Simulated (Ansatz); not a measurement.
**From the elastic tensor of SiC to moduli and sound speeds**

Level of theory: DFT HSE06, scalar-relativistic, plane waves, PAW in Ansatz 0.2.0. Settings: 420 eV plane-wave cutoff, Γ-centred 8×8×8 mesh, fixed occupations. No spin polarisation.

It takes space group F-43m (No. 216, cubic). The conventional cell has a = 4.348 Å, b = 4.348 Å, c = 4.348 Å, α = 90.00°, β = 90.00°, γ = 90.00°. Si (site symmetry -43m) is surrounded by 4 C at 1.88 Å. C (site symmetry -43m) is surrounded by 4 Si at 1.88 Å.

The cell is the ideal cubic zincblende prototype.

Relaxed-ion constants (GPa, on the Cartesian axes of the calculation):
```
417.5 141.0 141.0   0.0   0.0   0.0
141.0 417.5 141.0   0.0   0.0   0.0
141.0 141.0 417.5   0.0   0.0   0.0
  0.0   0.0   0.0 260.7   0.0   0.0
  0.0   0.0   0.0   0.0 260.7   0.0
  0.0   0.0   0.0   0.0   0.0 260.7
```

Density 3.239 g/cm³; 2 atoms in 20.56 Å³.

The values that follow are for a polycrystal of randomly turned grains, by Hill's mean where one number stands.

With S = C⁻¹: B_V = (C11+C22+C33+2(C12+C13+C23))/9, G_V = (C11+C22+C33−C12−C13−C23+3(C44+C55+C66))/15, 1/B_R = S11+S22+S33+2(S12+S13+S23), 15/G_R = 4(S11+S22+S33−S12−S13−S23)+3(S44+S55+S66); Hill is their mean. Then v_l = √((B+4G/3)/ρ), v_t = √(G/ρ), v_m = [(2/v_t³+1/v_l³)/3]^(−1/3) and Θ = (ħ/k_B)·v_m·(6π²n/V)^(1/3) for n atoms in the volume V; E = 9BG/(3B+G), ν = (3B−2G)/(2(3B+G)) and A^U = 5G_V/G_R + B_V/B_R − 6.

| Item | Value |
| --- | --- |
| Bulk modulus, Voigt / Reuss / Hill | 233.2 / 233.2 / 233.2 GPa |
| Shear modulus, Voigt / Reuss / Hill | 211.7 / 192.5 / 202.1 GPa |
| Young's modulus | 470 GPa |
| Poisson ratio | 0.164 |
| Pugh ratio B/G | 1.15 |
| Universal anisotropy index | 0.50 |
| Longitudinal and transverse sound speeds | 12457 and 7899 m/s |
| Debye temperature from the mean sound speed | 1190 K |

Cost: 1 run of about 41 core-minutes, on Arm Neoverse V1 (shared hosts).

The elastic constants describe a stiff, strongly covalent network in which shear resistance is nearly as large as resistance to compression. C44 well above C12, together with a Poisson ratio of 0.164, reflects directional sp³ bonds that oppose changes of angle as well as length.

The anisotropy lies entirely in shear, since cubic symmetry makes the Voigt and Reuss bulk moduli identical. A tetragonal shear, governed by C11 − C12, leaves the tetrahedral bonds unstretched to first order and only bends their angles. The shear governed by C44 also stretches and compresses bonds, a cost that the relative shift of the two sublattices relieves only in part. The crystal is therefore stiffest in tension along the ⟨111⟩ bond directions and softest along the cube axes.

Strong bonds and light atoms together account for the fast sound and the Debye temperature of 1190 K, which characterises the long-wavelength acoustic modes rather than the optical branches. The low B/G ratio is consistent with brittleness, but fracture toughness and dislocation mobility don't follow from elastic constants.
